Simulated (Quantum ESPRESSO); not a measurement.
**SiO2: equation of state with PBE**

The system is SiO2.

```xyz
12
Lattice="0.0000 4.7163 7.3628 2.3596 0.0000 7.3628 2.3596 4.7163 0.0000" Properties=species:S:1:pos:R:3 pbc="T T T"
Si    3.5394    7.0744   13.7944
Si    2.3596    4.7163   10.1131
Si    2.3596    4.7163    4.6125
Si    3.5394    7.0744    8.2939
O     1.1798    0.5984    3.6814
O     1.1798    4.1179    3.6814
O     2.3596    7.6728    7.3628
O     2.3596    1.7597    7.3628
O     2.9495    3.5372    5.5221
O     2.9495    5.8953    9.2035
O     1.7697    3.5372    9.2035
O     1.7697    5.8953    5.5221
```

The cell comes from a database or a generator and needn't be the stable form of this composition.

```yaml
Program: Quantum ESPRESSO 7.5
Task: equation of state
Functional: PBE
Potentials_or_basis: SG15 PBE 1.2
Cutoff: 1197 eV
Density_cutoff: 4789 eV
k_mesh: 5 × 5 × 5
Occupations: fermi-dirac, width 0.05 eV
Spin: no spin polarisation
Mixing_beta: 0.5
Most_SCF_iterations: 120
SCF_threshold: 2.4e-09 Ry
```

| Quantity | Value |
| --- | --- |
| Equilibrium volume | 14.13 Å³/atom |
| Bulk modulus at fixed shape and positions | 169 GPa |
| Pressure derivative of the bulk modulus | 3.8 |

Energy against volume, from the lowest point:
| volume (Å³/atom) | energy (meV/atom) |
| --- | --- |
| 12.837 | 72.75 |
| 13.110 | 43.74 |
| 13.383 | 22.64 |
| 13.656 | 8.75 |
| 13.929 | 1.40 |
| 14.202 | 0.00 |
| 14.475 | 4.05 |

All runs of the series together: 33 min on 2 threads of Arm Neoverse V2 (shared host).

Caveat: the cell was scaled at fixed shape and fractional positions, which overstates the stiffness of a crystal with free parameters, most of all of layers and chains.
